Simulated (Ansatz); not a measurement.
Trifluoromethane: measurement beside calculation (Ansatz, PBE0-D4/def2-TZVP geometry).

Z-matrix (Å, degrees):
```
C
F 1 1.331
F 1 1.331 2 108.5
F 1 1.331 2 108.5 3 -117.7
H 1 1.093 2 110.4 3 121.1
```

Enthalpy of formation at 298 K: -166.6 kcal/mol (zero for an element's reference state; older measured values of the G2 set, as listed by Staroverov and co-workers, J. Chem. Phys. 119, 12129, 2003). With their computed zero-point and thermal terms and the atoms' enthalpies of Curtiss and co-workers (1997) it gives an electronic atomization energy of 457.7 kcal/mol.

```json
{"level": "LDA (SPW92)", "atomization (kcal/mol)": "559.4", "error": "101.7", "error per bond": "25.4"}
{"level": "PBE-D4", "atomization (kcal/mol)": "479.9", "error": "22.3", "error per bond": "5.6"}
{"level": "revPBE-D4", "atomization (kcal/mol)": "459.9", "error": "2.2", "error per bond": "0.6"}
{"level": "BLYP-D4", "atomization (kcal/mol)": "461.6", "error": "3.9", "error per bond": "1.0"}
{"level": "r2SCAN-D4", "atomization (kcal/mol)": "461.6", "error": "3.9", "error per bond": "1.0"}
{"level": "B97M-V", "atomization (kcal/mol)": "457.4", "error": "-0.3", "error per bond": "-0.1"}
{"level": "PBE0-D4", "atomization (kcal/mol)": "459.7", "error": "2.0", "error per bond": "0.5"}
{"level": "B3LYP-D4", "atomization (kcal/mol)": "454.8", "error": "-2.9", "error per bond": "-0.7"}
{"level": "r2SCANh-D4", "atomization (kcal/mol)": "454.9", "error": "-2.8", "error per bond": "-0.7"}
{"level": "r2SCAN0-D4", "atomization (kcal/mol)": "445.3", "error": "-12.4", "error per bond": "-3.1"}
{"level": "HSE06-D4", "atomization (kcal/mol)": "460.4", "error": "2.7", "error per bond": "0.7"}
{"level": "BHLYP-D4", "atomization (kcal/mol)": "428.7", "error": "-29.0", "error per bond": "-7.2"}
{"level": "CAM-B3LYP-D4", "atomization (kcal/mol)": "462.1", "error": "4.4", "error per bond": "1.1"}
{"level": "ωB97X-V", "atomization (kcal/mol)": "459.9", "error": "2.3", "error per bond": "0.6"}
{"level": "ωB97M-V", "atomization (kcal/mol)": "460.2", "error": "2.5", "error per bond": "0.6"}
{"level": "B2PLYP", "atomization (kcal/mol)": "453.6", "error": "-4.1", "error per bond": "-1.0"}
{"level": "PBE-QIDH", "atomization (kcal/mol)": "454.7", "error": "-3.0", "error per bond": "-0.8"}
{"level": "PBE", "atomization (kcal/mol)": "478.9", "error": "21.2", "error per bond": "5.3"}
{"level": "revPBE", "atomization (kcal/mol)": "455.3", "error": "-2.4", "error per bond": "-0.6"}
{"level": "BLYP", "atomization (kcal/mol)": "459.0", "error": "1.3", "error per bond": "0.3"}
{"level": "r2SCAN", "atomization (kcal/mol)": "461.3", "error": "3.6", "error per bond": "0.9"}
{"level": "PBE0", "atomization (kcal/mol)": "458.9", "error": "1.2", "error per bond": "0.3"}
{"level": "B3LYP", "atomization (kcal/mol)": "453.0", "error": "-4.7", "error per bond": "-1.2"}
{"level": "r2SCANh", "atomization (kcal/mol)": "454.6", "error": "-3.1", "error per bond": "-0.8"}
{"level": "r2SCAN0", "atomization (kcal/mol)": "445.0", "error": "-12.7", "error per bond": "-3.2"}
{"level": "HSE06", "atomization (kcal/mol)": "459.6", "error": "1.9", "error per bond": "0.5"}
{"level": "BHLYP", "atomization (kcal/mol)": "427.6", "error": "-30.1", "error per bond": "-7.5"}
{"level": "CAM-B3LYP", "atomization (kcal/mol)": "461.2", "error": "3.5", "error per bond": "0.9"}
{"level": "LC-ωPBE", "atomization (kcal/mol)": "463.4", "error": "5.7", "error per bond": "1.4"}
{"level": "HF/def2-TZVPP", "atomization (kcal/mol)": "312.6", "error": "-145.1", "error per bond": "-36.3"}
{"level": "MP2/def2-TZVPP", "atomization (kcal/mol)": "467.7", "error": "10.0", "error per bond": "2.5"}
{"level": "SCS-MP2/def2-TZVPP", "atomization (kcal/mol)": "454.7", "error": "-3.0", "error per bond": "-0.8"}
{"level": "CCSD/def2-TZVPP", "atomization (kcal/mol)": "436.4", "error": "-21.3", "error per bond": "-5.3"}
{"level": "CCSD(T)/def2-TZVPP", "atomization (kcal/mol)": "446.0", "error": "-11.7", "error per bond": "-2.9"}
{"level": "HF/def2-QZVPP", "atomization (kcal/mol)": "313.3", "error": "-144.4", "error per bond": "-36.1"}
{"level": "MP2/def2-QZVPP", "atomization (kcal/mol)": "475.2", "error": "17.5", "error per bond": "4.4"}
{"level": "SCS-MP2/def2-QZVPP", "atomization (kcal/mol)": "462.6", "error": "4.9", "error per bond": "1.2"}
{"level": "CCSD/def2-QZVPP", "atomization (kcal/mol)": "443.1", "error": "-14.6", "error per bond": "-3.6"}
{"level": "CCSD(T)/def2-QZVPP", "atomization (kcal/mol)": "453.5", "error": "-4.2", "error per bond": "-1.1"}
{"level": "HF/CBS(def2)", "atomization (kcal/mol)": "313.4", "error": "-144.3", "error per bond": "-36.1"}
{"level": "MP2/CBS(def2)", "atomization (kcal/mol)": "480.3", "error": "22.6", "error per bond": "5.7"}
{"level": "CCSD/CBS(def2)", "atomization (kcal/mol)": "447.6", "error": "-10.1", "error per bond": "-2.5"}
{"level": "CCSD(T)/CBS(def2)", "atomization (kcal/mol)": "458.6", "error": "0.9", "error per bond": "0.2"}
```

Functionals use def2-TZVPP; B3LYP here is the variant with VWN-RPA as its local correlation; programs differ in this. The calculations leave out spin–orbit coupling, scalar relativity and, for the correlated methods, core correlation; together these are worth up to about 1 kcal/mol a heavy atom. HSE06 is defined as in plane-wave codes. CBS extrapolates def2-TZVPP and def2-QZVPP. T1 = 0.012.
